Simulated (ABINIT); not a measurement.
A run of ABINIT 10.8.3 (patched build) is set up as follows.

run.abi

```
# Pseudopotentials
pp_dirpath "./"
pseudos "Ga.upf, N.upf"

# Structure
acell 3*1.0
rprim
     0.0000000000     4.2990209766     4.2990209766
     4.2990209766     0.0000000000     4.2990209766
     4.2990209766     4.2990209766     0.0000000000
ntypat 2
znucl 31 7
natom 2
typat 1 2
xred
     0.0000000000     0.0000000000     0.0000000000
     0.2500000000     0.2500000000     0.2500000000
chkprim 0
chksymtnons 0
tolsym 1.0e-6

# Plane-wave basis
ecut 1142.878222 eV

# k points
kptopt 1
ngkpt 8 8 8
nshiftk 1
shiftk 0.0 0.0 0.0

# Exchange and correlation
ixc 11

# Bands and occupations
nband 13
occopt 3
tsmear 0.05 eV

# SCF cycle
nstep 100
tolvrs 1.0e-10

# Output
iomode 3
prtwf 0
prteig 0
prtebands 0
enunit 1
prtden 1
prtvha 1
prtvclmb 1
prtpot 1
prtelf 1
```

Potentials or basis: PseudoDojo NC SR PBE v0.4.1 standard.

Run with:

```sh
$ mpirun --bind-to none -np 4 abinit run.abi > log 2>&1
```

**Question.** Predict the band gap on the k mesh.

**Answer.** 1.57 eV, direct.

**Question.** Estimate the pressure.

**Answer.** 0.0 GPa.
